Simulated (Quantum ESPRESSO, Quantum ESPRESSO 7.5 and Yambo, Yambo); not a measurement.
**BAs (F-43m): a self-consistent loop beyond G0W0, cycle by cycle**

Aim: iterate the self-energy on BAs (F-43m) and follow the gap from cycle to cycle.

Program: Quantum ESPRESSO 7.5 and Yambo 5.3.0. Level of theory: PBE and many-body steps on it, plane waves. Results are calculated unless marked as measured.

**Experimental background.**

- Gap 2.02 eV: indirect gap from square root of absorption coefficient, average of three samples; transmission and reflection spectroscopy; 300 K; bulk crystal (CVT-grown platelets about 10 um thick) (“Optical properties of cubic boron arsenide”, 2019, arxiv:1911.04914).

- Gap 4.12 eV: direct gap from square of absorption coefficient, average of two samples; spectroscopic ellipsometry; 300 K; bulk crystal (CVT-grown opaque bulk crystals) (“Optical properties of cubic boron arsenide”, 2019, arxiv:1911.04914).

- Gap 1.82 eV: indirect optical gap from absorption edge; UV-visible absorption; 300 K; bulk crystal (single crystal grown by chemical vapor transport) (“Basic Physical Properties of Cubic Boron Arsenide”, 2019, arxiv:1911.11281).

Report form: the programs' logs are mostly left out.

## Step 1: Set-up

It takes space group F-43m (No. 216, cubic). Conventional cell: a = 4.777 Å, b = 4.777 Å, c = 4.777 Å, α = 90.00°, β = 90.00°, γ = 90.00°. B has 4 As at 2.07 Å nearest. As has 4 B at 2.07 Å nearest. Farther neighbours are not listed.

Coordinates:

```cif
data_structure
_symmetry_space_group_name_H-M 'P 1'
_symmetry_Int_Tables_number 1
_cell_length_a 3.3778
_cell_length_b 3.3778
_cell_length_c 3.3778
_cell_angle_alpha 60.000
_cell_angle_beta 60.000
_cell_angle_gamma 60.000
_cell_volume 27.25
loop_
_atom_site_label
_atom_site_type_symbol
_atom_site_fract_x
_atom_site_fract_y
_atom_site_fract_z
_atom_site_occupancy
B1 B 0.00000 0.00000 0.00000 1
As2 As 0.25000 0.25000 0.25000 1
```

The cell and positions come from the Crystallography Open Database and are kept as given unless a step says otherwise.

## Step 2: Empty states on the mesh, 4×4×4 mesh, 126 bands

This step: Quantum ESPRESSO 7.5; DFT, PBE, plane waves, norm-conserving pseudopotentials.

The sums over transitions need many empty states on a uniform mesh; this step solves for them.

pw.in reads:

```
&control
  calculation = 'nscf'
  prefix = 'x'
  outdir = 'o'
  pseudo_dir = 'pseudo'
/
&system
  ibrav = 0
  nat = 2
  ntyp = 2
  ecutwfc = 100.0
  nbnd = 126
  force_symmorphic = .true.
/
&electrons
  conv_thr = 1e-9
  electron_maxstep = 80
  diago_full_acc = .true.
  diago_thr_init = 5e-6
/
ATOMIC_SPECIES
  B 10.81 B.upf
  As 74.922 As.upf
CELL_PARAMETERS angstrom
  -0.0000000000 2.3885000000 2.3885000000
  2.3885000000 -0.0000000000 2.3885000000
  2.3885000000 2.3885000000 -0.0000000000
ATOMIC_POSITIONS crystal
  B 0.0000000000 0.0000000000 0.0000000000
  As 0.2500000000 0.2500000000 0.2500000000
K_POINTS automatic
  4 4 4 0 0 0
```

The run is started by

```bash
$ OMP_NUM_THREADS=1 mpirun -n 4 pw.x -nk 4 -in pw.in > pw.out
```

Wall time 7.7 s (4 MPI ranks of Arm Neoverse V1, shared host); peak memory 0.33 GiB; 30 s of CPU time.

This step gave:

- gap: 1.451 eV
- k of the valence top: 0, 0, 0
- k of the conduction bottom: 0, -0.5, -0.5
- least direct gap: 3.289 eV
- k points computed: 8
- lowest point of the top converged band, above the valence top: 133.3210 eV

On this mesh the gap is 1.451 eV.

The density comes from a self-consistent run that is not shown.

## Step 3: Conversion and set-up

This step: Yambo 5.3.0; conversion and set-up on PBE, plane waves, norm-conserving pseudopotentials.

The states are converted to the many-body program's format and the q mesh is built.

The run is started by

```bash
$ (cd o/x.save; p2y > p2y.log; mv SAVE ../..); yambo > setup.log
```

Elapsed: 2.5 s, on 1 MPI rank; peak memory 0.24 GiB.

## Step 4: G0W0

G0W0 replaces the xc potential by the self-energy, built once from these orbitals. Only a window of levels is corrected, while the sums run over the empty bands that the input names.

This step: G0W0 on PBE, plane waves, norm-conserving pseudopotentials.

gw1.in reads:

```
HF_and_locXC
gw0
dyson
ppa
em1d
rim_cut
RandQpts= 1000000
RandGvec= 1 RL
EXXRLvcs= 100 Ry
VXCRLvcs= 400 Ry
Chimod= "HARTREE"
% BndsRnXp
 1 | 126 |
%
NGsBlkXp= 15.5 Ry
% LongDrXp
 1 | 1 | 1 |
%
% GbndRnge
 1 | 126 |
%
DysSolver= "n"
ExtendOut
PPAPntXp= 27.21138 eV
% QPkrange
 1 | 8 | 10 | 17 |
%
```

The run is started by

```bash
$ OMP_NUM_THREADS=1 mpirun -n 4 yambo -F gw1.in -J gw1 -C gw1 > gw1.log
```

It took 5.5 min on 4 MPI ranks; peak memory 1.6 GiB.

Numbers from this step:

| Property | Result |
| --- | --- |
| G0W0 gap on the mesh | 1.977 eV |
| starting gap on the mesh | 1.451 eV |
| k of the valence top | 0, 0, 0 |
| k of the conduction bottom | 0, -0.5, -0.5 |
| least direct G0W0 gap on the computed points | 4.129 eV |
| Z at the valence top | 0.8055 |
| Z at the conduction bottom | 0.8156 |

The gap on the mesh goes from 1.45 eV to 1.98 eV, a correction of +0.53 eV.

## Step 5: evGW0, cycle 1

This step: evGW0 on PBE, plane waves, norm-conserving pseudopotentials.

gw2.in, as its differences from gw1.in of step 4:

```diff
@@ -27 +27,2 @@
 %
+GfnQPdb= "E < ./gw1/ndb.QP"
```

The run is started by

```bash
$ OMP_NUM_THREADS=1 mpirun -n 4 yambo -F gw2.in -J gw2,gw1_W -C gw2 > gw2.log
```

The job ended after 4.7 min (4 MPI ranks; peak memory 1.5 GiB; 19 min of CPU time).

Numbers from this step:

```
quasiparticle gap on the mesh                         : 2.032 eV
gap of the density functional on the mesh             : 1.451 eV
k of the valence top                                  : 0, 0, 0
k of the conduction bottom                            : 0, -0.5, -0.5
least direct quasiparticle gap on the computed points : 4.217 eV
Z at the valence top                                  : 0.8089
Z at the conduction bottom                            : 0.8223
```

Against G0W0 in Yambo (4×4×4 mesh, 126 bands, screening to 210.9 eV, Godby-Needs plasmon pole), the gap moves by +0.055 eV.

The program's own table gives 2.126 eV, which is too large where the input levels are shifted: this version takes Σc at the unshifted level E₀, yet steps from the shifted one. The value above is the Newton step from E₀, E₀ + Z(Σc + Σx − Vxc), rebuilt from the printed columns.

## Step 6: evGW0, cycle 2

The corrected levels of the last cycle go back in.

gw3.in, as its differences from gw2.in of step 5:

```diff
@@ -27,2 +27,2 @@
 %
-GfnQPdb= "E < ./gw1/ndb.QP"
+GfnQPdb= "E < ./gw2_fix/ndb.QP"
```

The run is started by

```bash
$ OMP_NUM_THREADS=1 mpirun -n 4 yambo -F gw3.in -J gw3,gw1_W -C gw3 > gw3.log
```

It took 4.7 min on 4 MPI ranks; peak memory 1.5 GiB; 19 min of CPU time.

This step gave:

```yaml
quasiparticle_gap_on_the_mesh: 2.038 eV
gap_of_the_density_functional_on_the_mesh: 1.451 eV
k_of_the_valence_top: 0, 0, 0
k_of_the_conduction_bottom: 0, -0.5, -0.5
least_direct_quasiparticle_gap_on_the_computed_points: 4.228 eV
```

Against the cycle before, the gap moves by +0.005 eV.

The program's own table gives 2.141 eV, which is too large where the input levels are shifted: this version takes Σc at the unshifted level E₀, yet steps from the shifted one. The value above is the Newton step from E₀, E₀ + Z(Σc + Σx − Vxc), rebuilt from the printed columns.

## Step 7: evGW, cycle 1

This step: evGW on PBE, plane waves, norm-conserving pseudopotentials.

gw4.in, as its differences from gw3.in of step 6:

```diff
@@ -27,2 +27,3 @@
 %
-GfnQPdb= "E < ./gw2_fix/ndb.QP"
+GfnQPdb= "E < ./gw1/ndb.QP"
+XfnQPdb= "E < ./gw1/ndb.QP"
```

The run is started by

```bash
$ OMP_NUM_THREADS=1 mpirun -n 4 yambo -F gw4.in -J gw4 -C gw4 > gw4.log
```

Elapsed: 5.6 min, on 4 MPI ranks; peak memory 1.5 GiB.

Numbers from this step:

- quasiparticle gap on the mesh: 2.110 eV
- gap of the density functional on the mesh: 1.451 eV
- k of the valence top: 0, 0, 0
- k of the conduction bottom: 0, -0.5, -0.5
- least direct quasiparticle gap on the computed points: 4.300 eV

Against G0W0 in Yambo (4×4×4 mesh, 126 bands, screening to 210.9 eV, Godby-Needs plasmon pole), the gap moves by +0.133 eV.

The program's own table gives 2.199 eV, which is too large where the input levels are shifted: this version takes Σc at the unshifted level E₀, yet steps from the shifted one. The value above is the Newton step from E₀, E₀ + Z(Σc + Σx − Vxc), rebuilt from the printed columns.

## Step 8: evGW, cycle 2

gw5.in, as its differences from gw4.in of step 7:

```diff
@@ -27,3 +27,3 @@
 %
-GfnQPdb= "E < ./gw1/ndb.QP"
-XfnQPdb= "E < ./gw1/ndb.QP"
+GfnQPdb= "E < ./gw4_fix/ndb.QP"
+XfnQPdb= "E < ./gw4_fix/ndb.QP"
```

The run is started by

```bash
$ OMP_NUM_THREADS=1 mpirun -n 4 yambo -F gw5.in -J gw5 -C gw5 > gw5.log
```

It took 5.5 min on 4 MPI ranks; peak memory 1.5 GiB; 22 min of CPU time.

This step gave:

- quasiparticle gap on the mesh: 2.143 eV
- gap of the density functional on the mesh: 1.451 eV
- k of the valence top: 0, 0, 0
- k of the conduction bottom: 0, -0.5, -0.5
- least direct quasiparticle gap on the computed points: 4.342 eV

Against the cycle before, the gap moves by +0.033 eV.

The program's own table gives 2.252 eV, which is too large where the input levels are shifted: this version takes Σc at the unshifted level E₀, yet steps from the shifted one. The value above is the Newton step from E₀, E₀ + Z(Σc + Σx − Vxc), rebuilt from the printed columns.

## Step 9: evGW, cycle 3

gw6.in, as its differences from gw5.in of step 8:

```diff
@@ -27,3 +27,3 @@
 %
-GfnQPdb= "E < ./gw4_fix/ndb.QP"
-XfnQPdb= "E < ./gw4_fix/ndb.QP"
+GfnQPdb= "E < ./gw5_fix/ndb.QP"
+XfnQPdb= "E < ./gw5_fix/ndb.QP"
```

The run is started by

```bash
$ OMP_NUM_THREADS=1 mpirun -n 4 yambo -F gw6.in -J gw6 -C gw6 > gw6.log
```

It took 5.6 min on 4 MPI ranks; peak memory 1.5 GiB.

This step gave:

| Property | Result |
| --- | --- |
| quasiparticle gap on the mesh | 2.152 eV |
| gap of the density functional on the mesh | 1.451 eV |
| k of the valence top | 0, 0, 0 |
| k of the conduction bottom | 0, -0.5, -0.5 |
| least direct quasiparticle gap on the computed points | 4.354 eV |

Against the cycle before, the gap moves by +0.009 eV.

The program's own table gives 2.266 eV, which is too large where the input levels are shifted: this version takes Σc at the unshifted level E₀, yet steps from the shifted one. The value above is the Newton step from E₀, E₀ + Z(Σc + Σx − Vxc), rebuilt from the printed columns.

## Step 10: Side by side

Times are wall times on 4 MPI ranks of Arm Neoverse V1, shared host, good to a factor of about two.

| run | mesh | bands | screening cutoff (eV) | DFT gap (eV) | gap on the mesh (eV) | direct (eV) | time |
| --- | --- | --- | --- | --- | --- | --- | --- |
| G0W0 | 4×4×4 | 126 | 210.9 | 1.451 | 1.977 | 4.129 | 5.5 min |
| evGW0, cycle 1 | 4×4×4 | 126 | 210.9 | 1.451 | 2.032 | 4.217 | 4.7 min |
| evGW0, cycle 2 | 4×4×4 | 126 | 210.9 | 1.451 | 2.038 | 4.228 | 4.7 min |
| evGW, cycle 1 | 4×4×4 | 126 | 210.9 | 1.451 | 2.110 | 4.300 | 5.6 min |
| evGW, cycle 2 | 4×4×4 | 126 | 210.9 | 1.451 | 2.143 | 4.342 | 5.5 min |
| evGW, cycle 3 | 4×4×4 | 126 | 210.9 | 1.451 | 2.152 | 4.354 | 5.6 min |

## Step 11: Outcome

| Item | Value |
| --- | --- |
| G0W0 | 1.977 eV |
| evGW0, cycle 1 | 2.032 eV |
| evGW0, cycle 2 | 2.038 eV |
| evGW, cycle 1 | 2.110 eV |
| evGW, cycle 2 | 2.143 eV |
| evGW, cycle 3 | 2.152 eV |
| known limits | not at the basis limit; no spin-orbit coupling; coarse k mesh |

What this shows: evGW0 ends at 2.04 eV, +0.06 eV from G0W0, after 2 cycles that took 9.3 min beside the first screening; the last moved the gap by 0.005 eV. evGW ends at 2.15 eV, +0.18 eV from G0W0, after 3 cycles that took 17 min beside the first screening; the last moved the gap by 0.009 eV. Against experiment, by evGW, cycle 3: the gap of 2.15 eV lies +0.13 eV from the measured 2.02 eV (indirect, 300 K, 2019); the direct gap of 4.35 eV lies +0.23 eV from the measured 4.12 eV (direct, 300 K, 2019); the gap of 2.15 eV lies +0.33 eV from the measured 1.82 eV (indirect, 300 K, 2019). An exciton line or allowed optical edge lies below the quasiparticle gap by the binding energy; a forbidden edge can push the onset above it. These are gaps on the mesh, at modest bands and cutoff. The calculation has static nuclei and no excitons; a measured gap holds zero-point and thermal motion, which mostly lowers it. Bands and cutoff are finite, so the gap is not at the basis limit. The miss can reach some tenths of an eV and take either sign; the mesh is an error of its own. A denser mesh or path gives a starting gap of 1.21 eV: the GW mesh misses a band edge, so its gaps are not the fundamental one. The 4×4×4 mesh is coarse for this cell, which bears on the long-range parts of exchange and screening. The many-body steps are scalar-relativistic: spin-orbit coupling is not in them.

[Paths, hosts, dates, memory and timing lines, banners, echoed tables and standing remarks are left out of the program output.]

[Logs are printed without paths, hosts, clocks, repeated set-up lines and the standing remarks that a program may print on its own settings, such as how far it seeks lower states.]

[Runs of the session that timed out or met a known fault of the program may be left out.]

[Hosts, paths, dates, database ids (printed as entryN), source tags and the programs' standing remarks are cut or masked in the printed files.]
